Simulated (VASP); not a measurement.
Wanted: the native input for a VASP 6.6.1 run.

* Task: relaxation of cell and atoms
* Functional: PBEsol
* Potentials or basis: VASP PAW PBE potentials, release 64 (Al, P)
* Cutoff: 600 eV
* k mesh: 8 × 8 × 8
* Occupations: gaussian, width 0.03 eV
* Spin: no spin polarisation
* Further INCAR settings: ALGO = Normal; EDIFF = 1e-06; IBRION = 2; EDIFFG = -0.01; NSW = 90; ISIF = 3

The structure of AlP lies in POSCAR:

```
AlP
1.0
    0.0000000000      2.7255000000      2.7255000000
    2.7255000000      0.0000000000      2.7255000000
    2.7255000000      2.7255000000      0.0000000000
Al P
1 1
Direct
    0.0000000000      0.0000000000      0.0000000000
    0.2500000000      0.2500000000      0.2500000000
```

One way to write it, as run:

INCAR

```
SYSTEM = AlP
PREC = Accurate ; ENCUT = 600
EDIFF = 1E-6 ; ISMEAR = 0
SIGMA = 0.03 ; LREAL = .False.
LASPH = .True. ; NELM = 80
ALGO = Normal ; ISIF = 3
LWAVE = .False. ; LCHARG = .False.
GGA = PS ; IBRION = 2
NSW = 90 ; EDIFFG = -0.01
KPAR = 4
```

KPOINTS

```
regular mesh
0
Gamma
  8 8 8
  0 0 0
```

Potentials or basis: VASP PAW PBE potentials, release 64 (Al, P).

Launch:

```console
$ cat potpaw_PBE.64/Al/POTCAR potpaw_PBE.64/P/POTCAR > POTCAR
$ mpirun -np 4 vasp_std > vasp.out
```

It gave:

```json
{
 "Relaxed volume": "20.47 Å³/atom",
 "Relaxed cell": "a = 3.869 Å, b = 3.869 Å, c = 3.869 Å, α = 60.00°, β = 60.00°, γ = 60.00°",
 "Space group after relaxing (to 0.05 Å)": "F-43m (No. 216)",
 "Energy gained by relaxing": "0.7 meV/atom",
 "Ionic steps": "3",
 "Pressure after relaxing": "0.0 GPa",
 "Band gap on the k mesh": "1.45 eV, indirect (least direct gap 3.15 eV)"
}
```

Caveat: the PAW data sets were made with another functional, which shifts forces and pressure a little.

Run time: 16 s on 4 MPI ranks on AMD EPYC 7R43 64-Core Processor (Zen 3), on a shared host, peak memory 0.14 GiB a rank.
